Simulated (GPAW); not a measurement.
The system is Sc.

```xyz
2
Lattice="3.3090 0.0000 0.0000 -1.6545 2.8657 0.0000 0.0000 0.0000 5.2733" Properties=species:S:1:pos:R:3 pbc="T T T"
Sc    1.6545    0.9552    3.9550
Sc    0.0000    1.9105    1.3183
```

Program: GPAW 26.7.0. Alike in all runs: no spin polarisation; cell as given; cutoff (eV) 600.

Problem. Order these runs on this cell by their pressure, lowest first.
A. level SCAN; potentials or basis GPAW PAW data sets (gpaw-data 1.2.1), pw; k mesh 7 × 7 × 4; smearing fermi-dirac 0.05 eV; band path GMKGALHA,LM,KH; band points 100
B. level PBEsol+U; potentials or basis PAW data sets generated in the run's folder for this functional, pw; U Sc d U = 4.3 eV; k mesh 9 × 9 × 5; smearing fermi-dirac 0.05 eV; band path GMKGALHA,LM,KH; band points 100
C. level WC; potentials or basis PAW data sets generated in the run's folder for this functional, pw; k mesh 7 × 7 × 4; smearing fermi-dirac 0.05 eV; band path GMKGALHA,LM,KH; band points 60
D. level RPBE; potentials or basis the program's PAW data sets (release 1.2.1) made for this functional, pw; k mesh 9 × 9 × 5; smearing gaussian 0.05 eV

Solution. C (-3.0 GPa), A (-0.4 GPa), D (1.2 GPa), B (3.9 GPa).

Caveats: U without spin polarisation on a metal has little footing (some runs); the U is typed as a test and isn't derived for this compound (some runs); the PAW data sets were made with another functional, which shifts forces and pressure a little (some runs).

Runs at the PBE level aren't shown here.
